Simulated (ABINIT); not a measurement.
The system is PbS (Galena).

```
Pb S
1.0
     0.00000    2.96575    2.96575
     2.96575    0.00000    2.96575
     2.96575    2.96575    0.00000
Pb S
1 1
Direct
  0.00000 0.00000 0.00000
  0.50000 0.50000 0.50000
```

Base run:

* Program: ABINIT 10.8.3 (patched build)
* Functional: HSE03(Libxc)
* Potentials or basis: SPMS NC PBE v1.0
* Cutoff: 517 eV
* k mesh: 6 × 6 × 6
* Occupations: fermi-dirac, width 0.05 eV
* Spin: no spin polarisation

Its results: band gap on the k mesh 0.70 eV, direct.

Question: The run is repeated on the same cell with these changes: functional from HSE03(Libxc) to PBE0-1/3; occupations from fermi-dirac, width 0.05 eV to fixed. What comes out?

Answer: Band gap on the k mesh 1.29 eV, direct.

Caveats: exact exchange is summed on a coarse mesh, which widens gaps by tenths of an eV; spin-orbit coupling is left out, which as a rule narrows the gap of such compounds by several tenths of an eV; Libxc's HSE differs a little from that of other programs (some runs).

A k mesh can miss the band edges.
